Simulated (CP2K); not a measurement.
Runs of CP2K 2026.2 on KBr. Symmetry: Fm-3m, No. 225, cubic system. Conventional cell: a = 6.600 Å, b = 6.600 Å, c = 6.600 Å, α = 90.00°, β = 90.00°, γ = 90.00°. Br (site symmetry m-3m) has 6 K at 3.30 Å as nearest neighbours. K (site symmetry m-3m) is surrounded by 6 Br at 3.30 Å. 

| task | level | potentials or basis | smearing | NGRIDS | CUTOFF of the grids | points a segment of the path (NPOINTS) | bands added on the path | gap on the mesh (eV) | pressure (GPa) |
| --- | --- | --- | --- | --- | --- | --- | --- | --- | --- |
| band structure | TB-mBJ | POTENTIAL_UZH Br GTH-PBE-q7, K GTH-PBE-q9; TZVP-MOLOPT-PBE-GTH basis | fermi-dirac 0.05 eV | 4 | 675 Ry | 8 | 6 | 5.05 | - |
| band structure | LDA | GTH_POTENTIALS Br GTH-PADE-q7, K GTH-PADE-q9; TZVP-MOLOPT-PBE-GTH basis | fermi-dirac 0.1 eV | 5 | 450 Ry | 6 | 2 | 3.99 | -1.7 |
| band structure | PBEsol | POTENTIAL_UZH Br GTH-PBE-q7, K GTH-PBE-q9; TZVP-MOLOPT-PBE-GTH basis | fermi-dirac 0.05 eV | 5 | 450 Ry | 8 | 2 | 4.18 | -0.2 |
| band structure | r2SCAN | POTENTIAL_UZH Br GTH-SCAN-q7, K GTH-SCAN-q9; TZVP-MOLOPT-SCAN-GTH basis | fermi-dirac 0.0259 eV | 5 | 675 Ry | 6 | 4 | (a) | (b) |

Alike in all rows: no spin polarisation; cell as given; k mesh 7 × 7 × 7.

Problem. Estimate the missing entries.

Solution. (a) 5.03; (b) 0.1.

Caveats: the basis of atomic orbitals isn't converged, which shifts pressures, moduli and gaps; the potentials were made for another functional, which shifts forces and pressure (some runs); this is a model potential without an energy functional, so only levels have meaning (some runs).

A k mesh can miss the band edges, and the runs leave out spin-orbit coupling on Br.

Runs at the PBE level aren't shown here.
